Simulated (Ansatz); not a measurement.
System: rock-salt LiI. Method: PBE (PAW; Ansatz, an electronic-structure program).

A relaxed, unreconstructed slab of the (110) face has 16 atoms, two equal faces of 25.626 Å² each and an energy of -61759.5012 eV. A bulk cell of 4 atoms with the same orientation and in-plane k mesh has -15440.0007 eV. Energies are extrapolated to zero smearing.

Numerical settings: plane-wave cutoff 500 eV, 6×6×1 k mesh (along the axes of the cell as run), gaussian smearing 0.02 eV, scalar-relativistic PAW data made under PBE.

Worked out: γ = (E_slab − N E_bulk per atom)/2A = [-61759.5012 − 16 × (-15440.0007/4)]/(2 × 25.626) = 0.0098 eV/Å². With 16.022 J/m² per eV/Å² this is 0.16 J/m², or 0.25 eV per surface cell and face.
